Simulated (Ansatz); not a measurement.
# TaC: molecular dynamics by PAW and LAPW

How do the atoms of TaC move (15 steps of 2 fs at constant energy, with velocities drawn for 1200 K), by PAW and LAPW? Both runs start alike, so that frozen cores can be judged against all electrons.

The COD entry's cell or inner coordinates are ideal or old and differ from later refinements, so a difference from it is no clean test against experiment.

Method: DFT PBE, scalar-relativistic, in Ansatz 0.2.0.

### 1 The system as given

The cell holds 4 atoms (C2Ta2): a = 6.288 Å, b = 3.144 Å, c = 3.144 Å, α = 60.00°, β = 60.00°, γ = 60.00°.

Coordinates:

```xyz
4
Lattice="0.0000 4.4460 4.4460 2.2230 0.0000 2.2230 2.2230 2.2230 0.0000" Properties=species:S:1:pos:R:3 pbc="T T T"
Ta    0.0000    0.0000    0.0000
Ta    0.0000    2.2230    2.2230
C     2.2230    2.2230    2.2230
C     2.2230    4.4460    4.4460
```

The cell comes from a crystallographic database entry that wasn't checked; take it as a given geometry, which may be far from equilibrium.

### 2 Frozen-core PAW

Input file input.yaml:

```yaml
crystal:
  lattice:
    - [0.0, 4.446, 4.446]
    - [2.223, 0.0, 2.223]
    - [2.223, 2.223, 0.0]
  atoms:
    - { symbol: Ta, position: [0.0, 0.0, 0.0] }
    - { symbol: Ta, position: [0.5, 0.0, 0.0] }
    - { symbol: C, position: [0.25, 0.5, 0.5] }
    - { symbol: C, position: [0.75, 0.5, 0.5] }
kpoints:
  mp_grid: { grid: [4, 7, 7] }
scf:
  occupations: { method: fermi_dirac, width: 0.08 }
hamiltonian:
  xc: pbe
  pseudopotentials: { kind: paw }
output:
  forces: true
  stress: true
md:
  timestep: 2.0
  n_steps: 15
  ensemble: nve
  temperature: 1200
  initial_velocities: maxwell_boltzmann
  seed: 709923
```

Run with:

```sh
$ ansatz run input.yaml --threads 2 --pin off --max-ram 4096MiB --backend cpu --events-out ev --progress --plain --runs-dir out
```

What it wrote, shortened:

```text
Warning: md: disabling space-group detection — thermal motion breaks the input geometry's symmetry, so no spatial operation reduces the k-mesh or symmetrises the density; time reversal is kept, so that k and −k are solved as one point where they differ and the mesh holds both, and exact [...]
Warning: output.stress: scf.convergence.dr2_threshold = 4e-9 eV (the default of an md: trajectory) is looser than the 4e-10 eV advised for a printed stress (1e-10 eV for each atom of the cell: 4). What an SCF threshold leaves in a stress goes as its square root, and in the free energy as [...]
Pseudopotentials: kind: paw
Pseudopotential: Ta, paw, valence charge 13, recommended cutoff 420 eV (normal)
Pseudopotential: C, paw, valence charge 4, recommended cutoff 420 eV (normal)
Functional definition: PBE
[...]
Crystal: 4 atoms, lattice volume = 43.942 Å³
Basis set: ecut = 420 eV, 845 PW (Γ), exchange–correlation on 90×48×48 points (8 copies of the dense FFT grid, shifted against one another)
Bands: 21, of which v1, the nominal top of the filled ones, is band 17 counted from 1 (16 counted from 0)
Symmetry: 1 space group operations
k-points: 99 of 196 (time reversal used)
[...]
SCF iter   1: F=—  HF=-20368.769853 eV  |F-HF|=—  |Δ(HF+E_count)|=         —  Δρ=2.07e-3  dr2=1.35e-3  ethr=1.77e-3  ⟨swp⟩=5.6  Hψ=20234  notcnv=0  defer=57
[...]
md step     0: t =     0.00 fs  T =  1200.0 K  F+E_penalty+E_count = -20368.76968134 eV  E_kin = 0.465336 eV  conserved = -20368.30434534 eV  P_inst = 8.2129 GPa  (6 SCF iters)
[...]
md step     3: t =     6.00 fs  T =  1036.6 K  F+E_penalty+E_count = -20368.70567032 eV  E_kin = 0.401975 eV  conserved = -20368.30369542 eV  P_inst = 8.7647 GPa  (7 SCF iters)
[...]
md step     4: t =     8.00 fs  T =   937.7 K  F+E_penalty+E_count = -20368.66688063 eV  E_kin = 0.363627 eV  conserved = -20368.30325323 eV  P_inst = 9.1086 GPa  (7 SCF iters)
[...]
SCF iter   1: F=—  HF=-20368.629661 eV  |F-HF|=—  |Δ(HF+E_count)|=         —  Δρ=1.72e-4  dr2=8.79e-6  ethr=2.57e-8  ⟨swp⟩=2.0  Hψ=8145  notcnv=0  defer=118
```

### 3 More of the same log: 15 steps of 2.0 fs from 1200 K

Output, continued, shortened:

```text
[...]
SCF iter   2: F=—  HF=-20368.629659 eV  |F-HF|=—  |Δ(HF+E_count)|=   1.79e-6  Δρ=8.12e-5  dr2=1.43e-6  ethr=2.57e-8  ⟨swp⟩=2.1  Hψ=3017  notcnv=0  defer=118
[...]
md step     5: t =    10.00 fs  T =   842.7 K  F+E_penalty+E_count = -20368.62965971 eV  E_kin = 0.326781 eV  conserved = -20368.30287905 eV  P_inst = 9.4553 GPa  (4 SCF iters)
[...]
md step     7: t =    14.00 fs  T =   718.8 K  F+E_penalty+E_count = -20368.58131920 eV  E_kin = 0.278721 eV  conserved = -20368.30259795 eV  P_inst = 9.9851 GPa  (4 SCF iters)
[...]
md step     9: t =    18.00 fs  T =   713.2 K  F+E_penalty+E_count = -20368.57952900 eV  E_kin = 0.276551 eV  conserved = -20368.30297784 eV  P_inst = 10.1868 GPa  (4 SCF iters)
[...]
md step    11: t =    22.00 fs  T =   769.2 K  F+E_penalty+E_count = -20368.60205906 eV  E_kin = 0.298276 eV  conserved = -20368.30378337 eV  P_inst = 10.1929 GPa  (4 SCF iters)
[...]
SCF converged after 7 iterations
Free energy (F): -20368.550835 eV
[...]
E sigma→0 (E₀):  -20368.541511 eV
Entropy (-TS):   -0.018648 eV (-4.662 meV/atom)
Fermi energy:    19.927882 eV
[...]
--- Forces (eV/Å), atoms counted from 1 ---
  atom   1  Ta    -0.89978768     1.20132036     1.48024018
  atom   2  Ta     0.94233264    -1.65358517    -1.68591339
  atom   3  C      0.08570829    -0.38433841    -0.18341754
  atom   4  C     -0.12825387     0.83660784     0.38909157
[...]
--- Stress (GPa, compression-positive) ---
        5.893879      -0.507988      -0.730354
       -0.507988      11.289542       1.431368
       -0.730354       1.431368      12.684455
  P = ⅓ Tr σ = 9.9560 GPa (99.560 kbar)
--- MD trajectory: 15 steps, t = 0.0 → 30.0 fs ---
  final state: T = 636.5 K   F+E_penalty+E_count = -20368.55083478 eV   E_kin = 0.246809 eV
  conserved energy: peak-to-peak 1.747e-3 eV (4.368e-4 eV/atom) over 30.0 fs
```

It took 59 s on 2 threads of Intel Xeon Platinum 8375C at 2.90GHz (Ice Lake), shared host; peak memory 0.54 GiB.

### 4 What the atoms did

Every step; energies are changes from step 0; msd is the mean square displacement from the start, the centre of mass held:

```csv
time (fs),T (K),potential energy change (meV/atom),total energy change (meV/atom),pressure (GPa),msd Ta (Å²),msd C (Å²)
0.0,1200,0.0,0.00,8.2,0.000,0.000
2.0,1180,2.0,0.02,8.3,0.000,0.000
4.0,1122,7.6,0.07,8.5,0.000,0.002
6.0,1037,16.0,0.16,8.8,0.001,0.003
8.0,938,25.7,0.27,9.1,0.001,0.005
10.0,843,35.0,0.37,9.5,0.002,0.007
12.0,767,42.4,0.42,9.8,0.002,0.009
14.0,719,47.1,0.44,10.0,0.003,0.009
16.0,702,48.7,0.41,10.1,0.004,0.009
18.0,713,47.5,0.34,10.2,0.005,0.008
20.0,741,44.8,0.25,10.2,0.006,0.006
22.0,769,41.9,0.14,10.2,0.007,0.004
24.0,783,40.5,0.05,10.2,0.008,0.002
26.0,768,41.9,0.01,10.3,0.010,0.001
28.0,719,46.7,0.02,10.5,0.011,0.001
30.0,636,54.7,0.08,10.8,0.012,0.001
```

time (fs), T (K) and a bar:
```
      0.0       1200 ##############################
      2.0       1180 #############################
      4.0       1122 ##########################
      6.0       1037 #####################
      8.0        938 ################
     10.0        843 ###########
     12.0        767 #######
     14.0        719 ####
     16.0        702 ####
     18.0        713 ####
     20.0        741 ######
     22.0        769 #######
     24.0        783 ########
     26.0        768 #######
     28.0        719 ####
     30.0        636
```

### 5 Positions and forces

Positions (Å) and forces (eV/Å):

```xyz
4
Lattice="0.000 4.446 4.446 2.223 0.000 2.223 2.223 2.223 0.000" Properties=species:S:1:pos:R:3:forces:R:3 pbc="T T T" time_fs=4.0 T=1122 dE=0.0305
Ta    0.003   -0.013   -0.013   -0.006    0.694    0.269
Ta   -0.003    2.231    2.235    0.128    0.367   -0.073
C     2.236    2.254    2.219   -0.226   -0.369    0.112
C     2.219    4.489    4.463    0.104   -0.691   -0.308
4
Lattice="0.000 4.446 4.446 2.223 0.000 2.223 2.223 2.223 0.000" Properties=species:S:1:pos:R:3:forces:R:3 pbc="T T T" time_fs=8.0 T=938 dE=0.1028
Ta    0.005   -0.025   -0.026   -0.032    1.299    0.509
Ta   -0.006    2.239    2.247    0.249    0.661   -0.142
C     2.247    2.280    2.216   -0.382   -0.660    0.178
C     2.216    4.524    4.477    0.165   -1.300   -0.545
4
Lattice="0.000 4.446 4.446 2.223 0.000 2.223 2.223 2.223 0.000" Properties=species:S:1:pos:R:3:forces:R:3 pbc="T T T" time_fs=12.0 T=767 dE=0.1698
Ta    0.008   -0.036   -0.038   -0.101    1.697    0.699
Ta   -0.009    2.248    2.259    0.368    0.791   -0.227
C     2.253    2.297    2.216   -0.443   -0.836    0.183
C     2.215    4.542    4.483    0.176   -1.653   -0.654
4
Lattice="0.000 4.446 4.446 2.223 0.000 2.223 2.223 2.223 0.000" Properties=species:S:1:pos:R:3:forces:R:3 pbc="T T T" time_fs=16.0 T=702 dE=0.1946
Ta    0.010   -0.046   -0.050   -0.233    1.902    0.927
Ta   -0.012    2.257    2.271    0.501    0.633   -0.421
C     2.253    2.304    2.218   -0.412   -0.895    0.131
C     2.216    4.539    4.481    0.144   -1.640   -0.637
4
Lattice="0.000 4.446 4.446 2.223 0.000 2.223 2.223 2.223 0.000" Properties=species:S:1:pos:R:3:forces:R:3 pbc="T T T" time_fs=18.0 T=713 dE=0.1902
Ta    0.012   -0.050   -0.055   -0.317    1.914    1.037
Ta   -0.013    2.262    2.276    0.571    0.457   -0.553
C     2.251    2.303    2.220   -0.368   -0.889    0.088
C     2.218    4.529    4.477    0.114   -1.482   -0.572
4
Lattice="0.000 4.446 4.446 2.223 0.000 2.223 2.223 2.223 0.000" Properties=species:S:1:pos:R:3:forces:R:3 pbc="T T T" time_fs=22.0 T=769 dE=0.1676
Ta    0.014   -0.058   -0.066   -0.510    1.776    1.225
Ta   -0.015    2.273    2.287    0.714   -0.076   -0.880
C     2.244    2.293    2.224   -0.235   -0.807   -0.015
C     2.221    4.497    4.464    0.031   -0.893   -0.329
4
Lattice="0.000 4.446 4.446 2.223 0.000 2.223 2.223 2.223 0.000" Properties=species:S:1:pos:R:3:forces:R:3 pbc="T T T" time_fs=26.0 T=768 dE=0.1674
Ta    0.015   -0.063   -0.075   -0.712    1.499    1.367
Ta   -0.016    2.283    2.298    0.842   -0.817   -1.274
C     2.234    2.272    2.227   -0.072   -0.632   -0.116
C     2.225    4.453    4.446   -0.058   -0.050    0.023
4
Lattice="0.000 4.446 4.446 2.223 0.000 2.223 2.223 2.223 0.000" Properties=species:S:1:pos:R:3:forces:R:3 pbc="T T T" time_fs=30.0 T=636 dE=0.2188
Ta    0.016   -0.068   -0.083   -0.900    1.201    1.480
Ta   -0.017    2.292    2.307    0.942   -1.654   -1.686
C     2.223    2.244    2.230    0.086   -0.384   -0.183
C     2.229    4.409    4.429   -0.128    0.837    0.389
```

### 6 Full-potential LAPW

Edit input.yaml of step 2 so:

```diff
@@ -16,3 +16,3 @@
   xc: pbe
-  pseudopotentials: { kind: paw }
+  pseudopotentials: { kind: all_electron, lapw: { basis_error: 0.001 } }
 output:
```

Run with:

```sh
$ ansatz run input.yaml --threads 2 --pin off --max-ram 4096MiB --backend cpu --events-out ev --progress --plain --runs-dir out
```

What it wrote, shortened:

```text
Warning: md: disabling space-group detection — thermal motion breaks the input geometry's symmetry, so no spatial operation reduces the k-mesh or symmetrises the density; time reversal is kept, so that k and −k are solved as one point where they differ and the mesh holds both, and exact [...]
LAPW: plane waves up to 9.628 Å⁻¹, error target 1.0e-3 eV per atom; small_component_spin mean_spin; C in spheres of 0.879 Å, 6 of its electrons in bands, Dirac shells []; Ta in spheres of 1.277 Å, 43 of its electrons in bands, Dirac shells []
[...]
Pseudopotentials: kind: all_electron
Pseudopotential: Ta, LAPW, valence charge 43, Koelling and Harmon's equation, gaussian nucleus
Pseudopotential: C, LAPW, valence charge 6, Koelling and Harmon's equation, gaussian nucleus
Functional definition: PBE
[...]
Crystal: 4 atoms, lattice volume = 43.942 Å³
Basis set: ecut = 353.2014321973684 eV, 663 PW (Γ), FFT grids on a1−a3, a2, a3, exchange–correlation at level 2
Bands: 59, of which v1, the nominal top of the filled ones, is band 49 counted from 1 (48 counted from 0)
Symmetry: 1 space group operations
k-points: 99 of 196 (time reversal used)
[...]
SCF iter   1: F=—  HF=-851218.410657 eV  |F-HF|=—  |Δ(HF+E_count)|=         —  Δρ=1.42e-1  dr2=1.17e1  ethr=1.19e-2  ⟨swp⟩=2.0  Hψ=36247  notcnv=0
[...]
the basis was enlarged: its passes take 442.8 KiB over the memory plan, 2 of 2 planned eigensolver slots
[...]
md step     0: t =     0.00 fs  T =  1200.0 K  F+E_penalty+E_count = -851214.30918311 eV  E_kin = 0.465336 eV  conserved = -851213.84384711 eV  P_inst = 8.1275 GPa  (12 SCF iters)
[...]
md step     1: t =     2.00 fs  T =  1179.9 K  F+E_penalty+E_count = -851214.30132111 eV  E_kin = 0.457540 eV  conserved = -851213.84378122 eV  P_inst = 8.1946 GPa  (11 SCF iters)
[...]
SCF iter   8: F=—  HF=-851214.278905 eV  |F-HF|=—  |Δ(HF+E_count)|=   4.35e-7  Δρ=1.03e-5  dr2=6.64e-8  ethr=6.67e-10  ⟨swp⟩=3.0  Hψ=17306  notcnv=0
```

### 7 More of the same log: 15 steps of 2.0 fs from 1200 K, LAPW in place of PAW files

The log, continued, shortened:

```text
SCF iter   9: F=—  HF=-851214.278905 eV  |F-HF|=—  |Δ(HF+E_count)|=   6.87e-9  Δρ=5.60e-6  dr2=1.34e-8  ethr=6.78e-11  ⟨swp⟩=2.5  Hψ=16957  notcnv=0
[...]
md step     2: t =     4.00 fs  T =  1122.7 K  F+E_penalty+E_count = -851214.27890464 eV  E_kin = 0.435342 eV  conserved = -851213.84356276 eV  P_inst = 8.3847 GPa  (11 SCF iters)
[...]
md step     5: t =    10.00 fs  T =   844.0 K  F+E_penalty+E_count = -851214.16956029 eV  E_kin = 0.327292 eV  conserved = -851213.84239613 eV  P_inst = 9.3504 GPa  (10 SCF iters)
[...]
md step     8: t =    16.00 fs  T =   701.9 K  F+E_penalty+E_count = -851214.11426480 eV  E_kin = 0.272179 eV  conserved = -851213.84221348 eV  P_inst = 10.0159 GPa  (6 SCF iters)
[...]
md step    11: t =    22.00 fs  T =   767.1 K  F+E_penalty+E_count = -851214.14062808 eV  E_kin = 0.297483 eV  conserved = -851213.84327308 eV  P_inst = 10.0857 GPa  (5 SCF iters)
[...]
NSCF: frozen V_eff on 99 k-points
[...]
SCF converged after 11 iterations
Free energy (F): -851214.091549 eV
[...]
E sigma→0 (E₀):  -851214.082211 eV
Entropy (-TS):   -0.018675 eV (-4.669 meV/atom)
Fermi energy:    25.068987 eV
[...]
--- Forces (eV/Å), atoms counted from 1 ---
  atom   1  Ta    -0.89870705     1.21040033     1.47796941
  atom   2  Ta     0.94383703    -1.63155599    -1.67498382
  atom   3  C      0.08058658    -0.39043595    -0.18132471
  atom   4  C     -0.12571620     0.81160004     0.37834007
[...]
--- Stress (GPa, compression-positive) ---
        5.782774      -0.509262      -0.731310
       -0.509262      11.140986       1.446227
       -0.731310       1.446227      12.539599
  P = ⅓ Tr σ = 9.8211 GPa (98.211 kbar)
--- Band table (eV; the first three rows and the last of 99) ---
[...]
--- MD trajectory: 15 steps, t = 0.0 → 30.0 fs ---
  final state: T = 639.9 K   F+E_penalty+E_count = -851214.09154868 eV   E_kin = 0.248133 eV
  conserved energy: peak-to-peak 1.735e-3 eV (4.337e-4 eV/atom) over 30.0 fs
```

Wall time 19 min (2 threads of Intel Xeon Platinum 8375C at 2.90GHz (Ice Lake), shared host); peak memory 1 GiB.

### 8 What the atoms did

One step in 2; energies are changes from step 0; msd is the mean square displacement from the start, the centre of mass held:

```csv
time (fs),T (K),potential energy change (meV/atom),total energy change (meV/atom),pressure (GPa),msd Ta (Å²),msd C (Å²)
0.0,1200,0.0,0.00,8.1,0.000,0.000
4.0,1123,7.6,0.07,8.4,0.000,0.002
8.0,939,25.6,0.27,9.0,0.001,0.005
12.0,768,42.4,0.42,9.6,0.002,0.009
16.0,702,48.7,0.41,10.0,0.004,0.009
20.0,739,45.0,0.25,10.1,0.006,0.006
24.0,781,40.7,0.06,10.1,0.008,0.003
28.0,721,46.5,0.02,10.4,0.011,0.001
30.0,640,54.4,0.08,10.6,0.012,0.001
```

time (fs), T (K) and a bar:
```
      0.0       1200 ##############################
      2.0       1180 #############################
      4.0       1123 ##########################
      6.0       1037 #####################
      8.0        939 ################
     10.0        844 ###########
     12.0        768 #######
     14.0        719 ####
     16.0        702 ###
     18.0        712 ####
     20.0        739 #####
     22.0        767 #######
     24.0        781 ########
     26.0        768 #######
     28.0        721 ####
     30.0        640
```

### 9 Outcome

| quantity | value |
| --- | --- |
| PAW: length | 15 steps of 2 fs |
| PAW: temperature, first and last step | 1200 and 636 K |
| PAW: temperature, second half | mean 729 K, from 636 to 783 K |
| PAW: potential energy, second half | +46 meV/atom from this run's first step |
| PAW: largest change of the total energy | 0.44 meV/atom |
| PAW: mean square displacement, second half | Ta 0.008, C 0.004 Å² |
| LAPW: length | 15 steps of 2 fs |
| LAPW: temperature, first and last step | 1200 and 640 K |
| LAPW: temperature, second half | mean 729 K, from 640 to 781 K |
| LAPW: potential energy, second half | +46 meV/atom from this run's first step |
| LAPW: largest change of the total energy | 0.43 meV/atom |
| LAPW: mean square displacement, second half | Ta 0.008, C 0.004 Å² |

**Reading.** The temperature starts at 1200 K and averages 729 K in the second half, where it ranges from 636 to 783 K; a mean near half the start is what vibrations about a minimum give, since they share energy equally between motion and strain. The total energy strays from its start by at most 0.44 meV/atom, 0.5 % of the mean kinetic energy, which is good for a step of 2 fs. The farthest move is 0.11 Å, against a mean nearest distance of 2.2 Å at the start: no atom has changed site so far. From the same start the temperatures of the two runs stay within 3.5 K of each other. 30 fs on 4 atoms is far too short and small for converged averages. The price, with the outputs that each input asks for: 19 min for LAPW against 59 s for PAW, about 20 to one.
